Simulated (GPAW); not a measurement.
# Ge (Fd-3m) in GPAW: a series of runs

The runs below take Ge through band structure, equation of state, with SOGGA, PBEsol+D3(BJ), PBE.

Program: GPAW 26.7.0. These are calculated values, not measurements. Logs are shortened: lines on timing, memory, paths and dates and some standing lists are left out, and cuts for length are marked. The log counts tension as positive stress, the text compression.

**Experimental background.**

From “Electronic and optical properties of SixGe1-x-ySny alloys lattice-matched to Ge”, 2021, arxiv:2109.02782, for a bulk crystal of Ge at 300 K: band gap 0.807 eV (direct).

“Sub-monolayer structures of Ag overlayers on Ge(111): experimental observations and first-principles study”, 2019, arxiv:1908.00180 quotes, for a bulk crystal of Ge: bulk modulus 75.8 GPa.

The runs below are set against these values where they give the same quantity.

## Step 1: The crystal as given

The structure is cubic, space group Fd-3m (No. 227). The conventional cell has a = 5.658 Å, b = 5.658 Å, c = 5.658 Å, α = 90.00°, β = 90.00°, γ = 90.00°. Around Ge (site symmetry -43m) lie 4 Ge at 2.45 Å.

## Step 2: Band structure, SOGGA, spin-orbit coupling, no magnetisation

File run.py:

```python
import numpy as np
import spglib
from ase import Atoms
from ase.dft.bandgap import bandgap
from ase.io import read, write
from ase.units import GPa
from gpaw import GPAW, PW, setup_paths
from gpaw.spinorbit import soc_eigenstates

setup_paths.insert(0, '.')

atoms = read('Ge.cif')
cell, positions, numbers = spglib.find_primitive(
    (atoms.cell[:], atoms.get_scaled_positions(), atoms.numbers), symprec=1e-4)
atoms = Atoms(numbers, cell=cell, scaled_positions=positions, pbc=True)

calc = GPAW(mode=PW(600),
            xc='GGA_X_SOGGA+GGA_C_PBE_SOL',
            kpts={'size': (8, 8, 8), 'gamma': True},
            occupations={'name': 'fermi-dirac', 'width': 0.05},
            nbands=11,
            convergence={'density': 1e-05, 'energy': 1e-05},
            maxiter=150,
            txt='gpaw.txt')
atoms.calc = calc
energy = atoms.get_potential_energy()
forces = atoms.get_forces()
stress = atoms.get_stress()
calc.write('gs.gpw')
write('result.traj', atoms)
print(f'Energy: {energy:.6f} eV')
print('Forces (eV/A):')
print(forces.round(4))
print('Stress (GPa):', (stress / GPa).round(3))
print('Fermi level:', round(calc.get_fermi_level(), 4), 'eV')
print(f'Gap: {bandgap(calc)[0]:.4f} eV, direct: {bandgap(calc, direct=True)[0]:.4f} eV')

path = atoms.cell.bandpath('GXWKGLUWLK,UX', npoints=80, eps=1e-4)
bs_calc = calc.fixed_density(kpts=path, symmetry='off', nbands=21,
                             convergence={'bands': 'CBM+6.0', 'eigenstates': 1e-6}, txt='bands.txt')
bs = bs_calc.band_structure()
bs.write('bs.json')
print(f'Gap on the path: {bandgap(bs_calc)[0]:.4f} eV')

soc = soc_eigenstates(bs_calc, theta=0, phi=0)
np.savetxt('soc_bands.dat', soc.eigenvalues(), fmt='%.4f')
mesh = soc_eigenstates('gs.gpw', theta=0, phi=0)
np.savetxt('soc_mesh.dat', mesh.eigenvalues(), fmt='%.4f')
print('Fermi level with spin-orbit coupling:', round(mesh.fermi_level, 4), 'eV')
```

File Ge.cif:

```cif
data_Ge
_cell_length_a 5.65782000
_cell_length_b 5.65782000
_cell_length_c 5.65782000
_cell_angle_alpha 90.00000000
_cell_angle_beta 90.00000000
_cell_angle_gamma 90.00000000
_space_group_name_H-M_alt 'Fd-3m'
_space_group_name_Hall 'F 4d 2 3 -1d'
_space_group_IT_number 227
loop_
_space_group_symop_operation_xyz
'x,y,z'
'-y+1/4,x+1/4,z+1/4'
'-x,-y+1/2,z+1/2'
'y+3/4,-x+1/4,z+3/4'
'x,-y,-z'
'-y+1/4,-x+3/4,-z+3/4'
'-x,y+1/2,-z+1/2'
'y+3/4,x+3/4,-z+1/4'
'z,x,y'
'z+1/4,-y+1/4,x+1/4'
'z+1/2,-x,-y+1/2'
'z+3/4,y+3/4,-x+1/4'
'-z,x,-y'
'-z+3/4,-y+1/4,-x+3/4'
'-z+1/2,-x,y+1/2'
'-z+1/4,y+3/4,x+3/4'
'y,z,x'
'x+1/4,z+1/4,-y+1/4'
'-y+1/2,z+1/2,-x'
'-x+1/4,z+3/4,y+3/4'
'-y,-z,x'
'-x+3/4,-z+3/4,-y+1/4'
'y+1/2,-z+1/2,-x'
'x+3/4,-z+1/4,y+3/4'
'-x+1/4,-y+1/4,-z+1/4'
'y,-x,-z'
'x+1/4,y+3/4,-z+3/4'
'-y+1/2,x,-z+1/2'
'-x+1/4,y+1/4,z+1/4'
'y,x+1/2,z+1/2'
'x+1/4,-y+3/4,z+3/4'
'-y+1/2,-x+1/2,z'
'-z+1/4,-x+1/4,-y+1/4'
'-z,y,-x'
'-z+3/4,x+1/4,y+3/4'
'-z+1/2,-y+1/2,x'
'z+1/4,-x+1/4,y+1/4'
'z+1/2,y,x+1/2'
'z+3/4,x+1/4,-y+3/4'
'z,-y+1/2,-x+1/2'
'-y+1/4,-z+1/4,-x+1/4'
[... 89 lines left out ...]
'-z+1/4,x+1/4,y+1/4'
'-z,-y+1/2,x+1/2'
'z+3/4,-x+1/4,y+3/4'
'z,y,x'
'z+1/4,x+1/4,-y+1/4'
'z+1/2,-y+1/2,-x'
'-y+3/4,-z+1/4,-x+3/4'
'-x+1/2,-z,y+1/2'
'y+1/4,-z+3/4,x+3/4'
'x+1/2,-z+1/2,-y'
'y+3/4,z+1/4,-x+3/4'
'x,z+1/2,y+1/2'
'-y+1/4,z+3/4,x+3/4'
'-x,z,-y'
'x+1/2,y+1/2,z'
'-y+3/4,x+3/4,z+1/4'
'-x+1/2,-y,z+1/2'
'y+1/4,-x+3/4,z+3/4'
'x+1/2,-y+1/2,-z'
'-y+3/4,-x+1/4,-z+3/4'
'-x+1/2,y,-z+1/2'
'y+1/4,x+1/4,-z+1/4'
'z+1/2,x+1/2,y'
'z+3/4,-y+3/4,x+1/4'
'z,-x+1/2,-y+1/2'
'z+1/4,y+1/4,-x+1/4'
'-z+1/2,x+1/2,-y'
'-z+1/4,-y+3/4,-x+3/4'
'-z,-x+1/2,y+1/2'
'-z+3/4,y+1/4,x+3/4'
'y+1/2,z+1/2,x'
'x+3/4,z+3/4,-y+1/4'
'-y,z,-x'
'-x+3/4,z+1/4,y+3/4'
'-y+1/2,-z+1/2,x'
'-x+1/4,-z+1/4,-y+1/4'
'y,-z,-x'
'x+1/4,-z+3/4,y+3/4'
'-x+3/4,-y+3/4,-z+1/4'
'y+1/2,-x+1/2,-z'
'x+3/4,y+1/4,-z+3/4'
'-y,x+1/2,-z+1/2'
'-x+3/4,y+3/4,z+1/4'
'y+1/2,x,z+1/2'
'x+3/4,-y+1/4,z+3/4'
'-y,-x,z'
'-z+3/4,-x+3/4,-y+1/4'
'-z+1/2,y+1/2,-x'
'-z+1/4,x+3/4,y+3/4'
'-z,-y,x'
'z+3/4,-x+3/4,y+1/4'
'z,y+1/2,x+1/2'
'z+1/4,x+3/4,-y+3/4'
'z+1/2,-y,-x+1/2'
'-y+3/4,-z+3/4,-x+1/4'
'-x+1/2,-z+1/2,y'
'y+1/4,-z+1/4,x+1/4'
'x+1/2,-z,-y+1/2'
'y+3/4,z+3/4,-x+1/4'
'x,z,y'
'-y+1/4,z+1/4,x+1/4'
'-x,z+1/2,-y+1/2'
loop_
_atom_site_label
_atom_site_type_symbol
_atom_site_symmetry_multiplicity
_atom_site_Wyckoff_symbol
_atom_site_fract_x
_atom_site_fract_y
_atom_site_fract_z
_atom_site_occupancy
Ge1 Ge 8 a 0.2500000000 0.2500000000 0.2500000000 1
```

Potentials or basis: PAW data sets generated in the run's folder for this functional, pw.

The run is started by

```bash
$ gpaw-setup -f GGA_X_SOGGA+GGA_C_PBE_SOL Ge
$ OMP_NUM_THREADS=1 python run.py
```

gpaw.txt:

```text
__  _  _
 | _ |_)|_||  |
 |__||  | ||/\| - 26.7.0

Input parameters:
  mode=PW(ecut=600.0),
  convergence={'density': 1e-05, 'energy': 1e-05},
  kpts=MonkhorstPack(size=(8, 8, 8), gamma=True),
  maxiter=150,
  nbands=11,
  occupations=Occupations(name='fermi-dirac', width=0.05),
  xc=XC(name='GGA_X_SOGGA+GGA_C_PBE_SOL')

Diagonalizing LCAO Hamiltonian
Converting LCAO to pw mode

           Ge

       Ge

Atoms  # Å, Bohr magnetons
|   | symbol |        x |        y |        z |    initial magnetic moments |
|---|--------|----------|----------|----------|-----------------------------|
| 0 |     Ge | 1.414455 | 1.414455 | 1.414455 | ( 0.0000,  0.0000,  0.0000) |
| 1 |     Ge | 0.000000 | 0.000000 | 0.000000 | ( 0.0000,  0.0000,  0.0000) |

Unit cell  # Å
| periodic |        x |        y |        z |  lengths |    angles |
|----------|----------|----------|----------|----------|-----------|
|      yes | 0.000000 | 2.828910 | 2.828910 | 4.000683 | 60.000000 |
|      yes | 2.828910 | 0.000000 | 2.828910 | 4.000683 | 60.000000 |
|      yes | 2.828910 | 2.828910 | 0.000000 | 4.000683 | 60.000000 |

Number of symmetries: 24
Symmetry operations  # r_c * U_cc + t_c -> r_c
|    | kind |            matrix            |
|----|------|------------------------------|
|  0 |  E   |  1, 0, 0,  0, 1, 0,  0, 0, 1 |
|  1 |  σ   |  1, 0, 0,  0, 0, 1,  0, 1, 0 |
|  2 |  σ   |  1, 0,-1,  0, 1,-1,  0, 0,-1 |
|  3 |  C3  |  1, 0,-1,  0, 0,-1,  0, 1,-1 |
|  4 |  C3  |  1,-1, 0,  0,-1, 1,  0,-1, 0 |
|  5 |  σ   |  1,-1, 0,  0,-1, 0,  0,-1, 1 |
|  6 |  σ   |  0, 1, 0,  1, 0, 0,  0, 0, 1 |
|  7 |  C3  |  0, 1, 0,  0, 0, 1,  1, 0, 0 |
|  8 |  C2  |  0, 1,-1,  1, 0,-1,  0, 0,-1 |
|  9 |  S4  |  0, 1,-1,  0, 0,-1,  1, 0,-1 |
| 10 |  C3  |  0, 0, 1,  1, 0, 0,  0, 1, 0 |
| 11 |  σ   |  0, 0, 1,  0, 1, 0,  1, 0, 0 |
| 12 |  S4  |  0, 0,-1,  1, 0,-1,  0, 1,-1 |
| 13 |  C3  |  0, 0,-1,  0, 1,-1,  1, 0,-1 |
| 14 |  S4  |  0,-1, 1,  1,-1, 0,  0,-1, 0 |
| 15 |  C2  |  0,-1, 1,  0,-1, 0,  1,-1, 0 |
| 16 |  C3  |  0,-1, 0,  1,-1, 0,  0,-1, 1 |
| 17 |  S4  |  0,-1, 0,  0,-1, 1,  1,-1, 0 |
| 18 |  S4  | -1, 1, 0, -1, 0, 1, -1, 0, 0 |
| 19 |  C3  | -1, 1, 0, -1, 0, 0, -1, 0, 1 |
| 20 |  C3  | -1, 0, 1, -1, 1, 0, -1, 0, 0 |
| 21 |  S4  | -1, 0, 1, -1, 0, 0, -1, 1, 0 |
| 22 |  σ   | -1, 0, 0, -1, 1, 0, -1, 0, 1 |
| 23 |  C2  | -1, 0, 0, -1, 0, 1, -1, 1, 0 |

BZ-sampling:
  Number of BZ points: 512
  Number of IBZ points: 29

  Monkhorst-Pack size: [8, 8, 8]
  Monkhorst-Pack shift: [0.0625, 0.0625, 0.0625]

K-points  # in reciprocal-cell coordinates
|     |                                coordinates |     weight |
|-----|--------------------------------------------|------------|
|   0 | (  0.00000000,   0.00000000,   0.00000000) | 0.00195312 |
|   1 | (  0.12500000,   0.12500000,   0.00000000) | 0.01171875 |
|   2 | (  0.12500000,   0.12500000,   0.12500000) | 0.01562500 |
|   3 | (  0.25000000,   0.12500000,   0.12500000) | 0.02343750 |
|   4 | (  0.25000000,   0.25000000,   0.00000000) | 0.01171875 |
|   5 | (  0.25000000,   0.25000000,   0.12500000) | 0.04687500 |
|   6 | (  0.25000000,   0.25000000,   0.25000000) | 0.01562500 |
|   7 | (  0.37500000,   0.25000000,  -0.37500000) | 0.04687500 |
|   8 | (  0.37500000,   0.25000000,   0.12500000) | 0.04687500 |
|   9 | (  0.37500000,   0.25000000,   0.25000000) | 0.04687500 |
| ... |                                            |            |
|  28 | (  0.50000000,   0.50000000,   0.50000000) | 0.00781250 |

Plane wave coefficients: 1540
Cutoff: 600.0 eV

Spin-components: 1 (collinear spins)
Bands:           11
Projectors:      10
Spin-degeneracy: 2
Datatype:        complex128

Parallelization:
  kpt:    1
  domain: 1
  band:   1

Density:
  Valence electrons: 8.0
  Components: 1
  Grid points: [24 24 24]
  Charge: 0.0  # |e|

Potential:
  Grid points: [24 24 24]

species:
  Ge:
    name:    Germanium
    Z:       32.0
    valence: 4
    core:    28
    charge:  0.0  # [|e|]
    compensation charges:
      type: gauss
      rc: 0.32  # [Å]
      lmax: 2
    cutoffs:
      filter: 1.77  # [Å]
      core: 3.42  # [Å]
    projectors
    | kind |    occ | energy [eV] | rcut [Å] |
    |------|--------|-------------|----------|
    |   4s |  2.000 |     -11.751 |    1.005 |
    |   4p |  2.000 |      -3.908 |    1.005 |
    |    s |        |      15.461 |    1.005 |
    |    p |        |      23.303 |    1.005 |
    |    d |        |       0.000 |    1.005 |

    Using partial waves for Ge as LCAO basis

Reference energy: -114110.742634  # eV

eigensolver:
  PPCG
  Converge bands: occupied
  niter=2

density mixing:
  MSR1-Mixer
  Pratt-step length: 0.05
  Maximum mixing coefficient: 0.75
  Old densities: 10
  SVD Regularization: 0.005
  Good broyden scale: 1.0
  Trust region scale: 1.0
  Backstep threshold: 4.0
  History deletion threshold: 6.0
  Fourier metric: weight=20.0, sigma=0.015

occupation numbers:
  Fermi-Dirac:
    width: 0.0500  # eV

poisson solver:
  ecut: 4800.0  # eV

xc functional:
  name: GGA_X_SOGGA+GGA_C_PBE_SOL with 2 nearest neighbor stencil

convergence criteria:
- Maximum integral of absolute [dens]ity change: 1e-05 electrons / valence electron
- Maximum [total energy] change in last 3 cyles: 1e-05 eV / valence electron
- Maximum integral of absolute [eigenst]ate change: 4e-08 eV^2 / valence electron
maximum number of iterations: 150

SCF iterations
|iter     | |      energy | eigst |  dens |
|---------|-|-------------|-------|-------|
|iter:   1| |   -9.995402 | -0.47 |       |
|iter:   2| |   -9.988603 | -2.73 | -0.91 |
|iter:   3| |   -9.927191 | -2.60 | -0.94 |
|iter:   4| |   -9.925095 | -3.53 | -1.56 |
|iter:   5| |   -9.925109 | -5.25 | -2.52 |
|iter:   6| |   -9.925112c| -6.63 | -3.27 |
|iter:   7| |   -9.925112c| -7.77c| -3.78 |
|iter:   8| |   -9.925112c| -8.29c| -4.95 |
|iter:   9| |   -9.925112c| -9.25c| -5.58c|

Converged in 9 steps
Energy contributions relative to reference atoms: (reference = -114110.742634)

Energy contributions:
  Kinetic:          24.921476
  Coulomb:         -22.352929
  Zero:             -0.001917
  External:          0.000000
  Xc:              -12.491289
  Entropy:          -0.000904
  Spinorbit:         0.000000
  ----------------------------
  Free energy:      -9.925564
  Extrapolated:     -9.925112

dipole moment: (-21.735303, -21.735303, -21.735303)  # |e|*Ang

Fermi level: 5.872
Eigenvalues  # (at kpt = [0.000, 0.000, 0.000])
| band index |      eig [eV] | occ [0-2] |
|------------|---------------|-----------|
|          0 |        -6.942 |     2.000 |
|          1 |         5.839 |     1.319 |
|          2 |         5.839 |     1.319 |
|          3 |         5.839 |     1.319 |
|          4 |         5.876 |     0.960 |
|          5 |         8.375 |     0.000 |
|          6 |         8.375 |     0.000 |
|          7 |         8.375 |     0.000 |
|          8 |        12.078 |     0.000 |
|          9 |        15.221 |     0.000 |
|         10 |        15.228 |     0.000 |

Gap: 0.037 eV
Transition (v -> c):
  (s=0, k=0, n=3, [0.00, 0.00, 0.00]) -> (s=0, k=0, n=4, [0.00, 0.00, 0.00])
No difference between direct/indirect transitions

Forces  # eV/Ang
|        x |       y |        z |
|----------|---------|----------|
| -0.00000 | 0.00000 | -0.00000 |  # Ge   0
| -0.00000 | 0.00000 |  0.00000 |  # Ge   1

Stress tensor  # eV/Ang^3
|         x |         y |         z |
|-----------|-----------|-----------|
| -0.005200 |  0.000000 | -0.000000 |
|  0.000000 | -0.005200 |  0.000000 |
| -0.000000 |  0.000000 | -0.005200 |

# Writing to gs.gpw (mode='')
```

Run time: 27 s. Hardware: 1 thread of Arm Neoverse V2, shared host; peak memory 0.25 GiB.

What came out:

| Quantity | Value |
| --- | --- |
| Free energy | -9.9256 eV |
| Pressure | 0.8 GPa |
| Band gap along the path | none (metal or under the smearing width) |

Levels at the corners of the path, in eV from the Fermi level:
```csv
point,band 4,band 5,band 6,band 7,band 8,band 9,band 10,band 11,band 12,band 13
Γ,-0.26,-0.02,-0.02,0.05,0.05,0.05,0.05,2.33,2.33,2.55
X,-8.96,-3.15,-3.15,-3.15,-3.15,0.59,0.59,0.59,0.59,9.44
W,-8.85,-4.04,-4.04,-3.97,-3.97,4.17,4.17,4.31,4.31,4.58
K,-8.37,-4.44,-4.44,-2.70,-2.70,1.01,1.01,3.98,3.98,7.11
Γ,-0.26,-0.02,-0.02,0.05,0.05,0.05,0.05,2.33,2.33,2.55
L,-7.68,-1.56,-1.56,-1.37,-1.37,0.07,0.07,3.60,3.60,3.70
U,-8.37,-4.44,-4.44,-2.70,-2.70,1.01,1.01,3.98,3.98,7.11
W,-8.85,-4.04,-4.04,-3.97,-3.97,4.17,4.17,4.31,4.31,4.58
L,-7.68,-1.56,-1.56,-1.37,-1.37,0.07,0.07,3.60,3.60,3.70
K,-8.37,-4.44,-4.44,-2.70,-2.70,1.01,1.01,3.98,3.98,7.11
U,-8.37,-4.44,-4.44,-2.70,-2.70,1.01,1.01,3.98,3.98,7.11
X,-8.96,-3.15,-3.15,-3.15,-3.15,0.59,0.59,0.59,0.59,9.44
```

Caveat: spin-orbit coupling was added after a scalar SCF, so levels and gaps hold it while energy, forces, pressure and moments don't; this program's spin-orbit splittings come out too wide for heavy elements; this crystal is a semiconductor, whose small gap the functional closes, so the metal is an error of the method.

(Part 1 of 2 ends here.)
